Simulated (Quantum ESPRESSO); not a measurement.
# Ag in Quantum ESPRESSO: the effect of functional

Ag:

```xyz
1
Lattice="0.0000 2.0427 2.0427 2.0427 0.0000 2.0427 2.0427 2.0427 0.0000" Properties=species:S:1:pos:R:3 pbc="T T T"
Ag    0.0000    0.0000    0.0000
```

Alike in all runs:

* Program: Quantum ESPRESSO 7.5
* Task: band structure
* Potentials or basis: SG15 PBE 1.2
* Cutoff: 952 eV
* Density cutoff: 3810 eV
* k mesh: 8 × 8 × 8
* Occupations: fermi-dirac, width 0.05 eV
* Spin: no spin polarisation

```tsv
functional	pressure (GPa)
r2SCAN	?
SCAN	0.3
revTPSS	-2.3
TPSS	0.6
```

Task: What does the run with functional r2SCAN give?

Result: Pressure 1.4 GPa.

Caveats: the potentials were made for another functional, which shifts forces and pressure.
